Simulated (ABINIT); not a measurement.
Runs of ABINIT 10.8.3 (patched build) on Br. It takes space group Cmce (No. 64, orthorhombic). The conventional cell has a = 6.726 Å, b = 4.645 Å, c = 8.702 Å, α = 90.00°, β = 90.00°, γ = 90.00°. Br (site symmetry m) is surrounded by 1 Br at 2.29 Å. 

```tsv
task	level	potentials or basis	k mesh	cutoff (eV)	fine-grid cutoff	gap on the mesh (eV)	pressure (GPa)	largest force (eV/Å)
single point	r2SCAN	JTH PAW PBE v2.0	4 × 4 × 2	490	979.61 eV	(b)	1.0	(c)
single point	PBEsol	JTH PAW PBE v2.0	9 × 9 × 4	408	816.342 eV	1.83	(d)	0.75
band structure	SOGGA	JTH PAW PBE v2.0	7 × 7 × 3	408	816.342 eV	1.85	-0.2	(a)
band structure	LDA-PZ	JTH PAW LDA v2.0	7 × 7 × 3	408	816.342 eV	1.75	-1.2	0.73
single point	PBE	JTH PAW PBE v2.0	4 × 4 × 2	408	816.342 eV	1.88	1.8	0.88
single point	LDA	JTH PAW LDA v2.0	4 × 4 × 2	408	816.342 eV	1.73	-1.2	0.71
```

Alike in all rows: no spin polarisation; cell as given; smearing fermi-dirac 0.05 eV.

Problem. Estimate the missing entries.

Solution. (a) 0.65; (b) 2.16; (c) 0.59; (d) 0.1.

Caveats: the atomic spheres overlap; the PAW data sets were made with another functional, which shifts forces and pressure a little (some runs); an odd mesh through Γ misses points on the zone boundary, where band edges often lie (some runs).

A k mesh can miss the band edges, and the runs leave out spin-orbit coupling on Br.
